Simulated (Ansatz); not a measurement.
**Two Ansatz runs on AgCl**

The cell was built from the rocksalt type and relaxed in the same program, and has space group Fm-3m; it needn't be a known or the stable phase.

First run: DFT, LDA, all-electron LAPW, scalar-relativistic (Ansatz 0.2.0).

Command: `ansatz run input.yaml --threads 1 --pin off --max-ram 2048MiB --backend cpu --events-out ev --progress --plain --runs-dir out` The run took 14 s on 1 thread of Arm Neoverse V1, on a shared host.

```yaml
crystal:
  lattice:
    - [0.0, 2.8052039935, 2.8052039935]
    - [2.8052039935, 0.0, 2.8052039935]
    - [2.8052039935, 2.8052039935, 0.0]
  atoms:
    - { symbol: Ag, position: [0.0, 0.0, 0.0] }
    - { symbol: Cl, position: [0.5, 0.5, 0.5] }
kpoints:
  mp_grid: { grid: [12, 12, 12] }
  band_path:
    path:
      - [0.0, 0.0, 0.0]
      - [0.5, 0.0, 0.5]
      - [0.625, 0.25, 0.625]
      - [0.375, 0.375, 0.75]
      - [0.0, 0.0, 0.0]
      - [0.5, 0.5, 0.5]
      - [0.5, 0.25, 0.75]
      - [0.5, 0.0, 0.5]
    npoints: 5
scf:
  occupations: { method: fermi_dirac, width: 0.08 }
hamiltonian:
  xc: lda
  pseudopotentials: { kind: all_electron, lapw: { basis_error: 0.0005 } }
output:
  forces: true
  stress: true
  eigenvalues: true
```

Result: converged; pressure -6.75 GPa; gap on the k mesh 0.62 eV; 7 SCF iterations.

A second input differs as follows:

```diff
@@ -22,4 +22,6 @@
 scf:
   occupations: { method: fermi_dirac, width: 0.08 }
+  mixing: { algorithm: broyden, beta: 1.0, ndim: 1, preconditioner: none }
+  max_iter: 50
 hamiltonian:
   xc: lda
```

Does the change harm the result?

Not here: the run converged; energy at zero smearing 0.0 meV/atom from the first run; pressure -6.75 GPa; gap on the k mesh 0.62 eV; 16 SCF iterations, so the odd setting did no harm in this case.
